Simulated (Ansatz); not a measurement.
We consider zinc-blende InN (metastable phase), described by PBEsol+SOC in Ansatz (PAW).

Settings: plane-wave cutoff 520 eV, 12×12×12 k mesh, Fermi–Dirac smearing 0.01 eV, PAW data made under PBE.

Pressure at four volumes; x = ln(V/15.486 Å³). One pressure is withheld.

| V (Å³/atom) | x | P (GPa) |
|---|---|---|
| 14.557 | -0.0619 | 9.69 |
| 15.486 | 0.0000 | 0.00 |
| 16.106 | 0.0393 | -4.86 |
| 16.415 | 0.0583 | ? |

**Question.** Pass a parabola P(x) through the three rows shown, estimate the bulk modulus and its pressure derivative near zero pressure, and predict the withheld pressure.

**Answer.** Slopes between the rows: (0.00 − (9.69))/(0.0000 − (-0.0619)) = -156.54 and (-4.86 − (0.00))/(0.0393 − (0.0000)) = -123.66 GPa. Their difference over the span 0.1012 is c = 32.88/0.1012 = 324.9 GPa, so P(x) = 9.69 + (-156.54)(x − (-0.0619)) + 324.9 (x − (-0.0619))(x − (0.0000)). At the middle row B = −dP/dx = −[-156.54 + 324.9 × 0.0619] = 136.4 GPa, and B′ = dB/dP = 2c/B = 4.8. At x = 0.0583 the parabola gives -6.85 GPa; the run gives -6.91 GPa. The Birch–Murnaghan fit to the energies at all volumes has B0 = 136 GPa and B′ = 4.6.

Note: the gap of the solid is closed in this run; this level leaves the solid without a gap, although one is measured.

Ansatz is a first-principles code.
